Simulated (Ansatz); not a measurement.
**TiO2 — field gradients at the nuclei**

The cell is a computed structure from the Materials Project (it need not be an observed phase), atoms as given.

Space group P2_1/c (No. 14); a = 4.8127, b = 4.8719, c = 5.0410 Å, β = 99.86°.

| site | Wyckoff | site symmetry | x | y | z |
| --- | --- | --- | --- | --- | --- |
| Ti | 4e | 1 | 0.2774 | 0.4472 | 0.7131 |
| O5 | 4e | 1 | 0.4454 | 0.7424 | 0.9668 |
| O9 | 4e | 1 | 0.0638 | 0.3230 | 0.3516 |

One atom of each set is listed.

Level of theory: DFT, PBE, plane waves and PAW, scalar-relativistic, 420 eV cutoff, Γ-centred 5×4×4 k-points, Fermi–Dirac smearing 0.02 eV (Ansatz 0.2.0).

Conventions: |V_zz| ≥ |V_yy| ≥ |V_xx|, η = (V_xx − V_yy)/V_zz, C_Q = eQV_zz/h.

⁴⁷Ti: I = 5/2, Q = 302.0 mb; 17O: I = 5/2, Q = -25.58 mb. Quadrupole moments are those of Pyykkö's year-2017 table.

(1) Give the quadrupolar parameters of the distinct sites.

## Answers

(1) 

| site | atoms | first shell | V_zz (10²¹ V/m²) | η | C_Q (MHz) |
| --- | --- | --- | --- | --- | --- |
| Ti | 4 | 7 O at 1.88–2.20 Å | 2.47 | 0.36 | 18.0 |
| O5 | 4 | 4 Ti at 2.00–2.20 Å | -1.34 | 0.50 | 0.826 |
| O9 | 4 | 3 Ti at 1.88–2.03 Å | -2.41 | 0.95 | 1.49 |

Where η is near 1 the sign of V_zz means little.
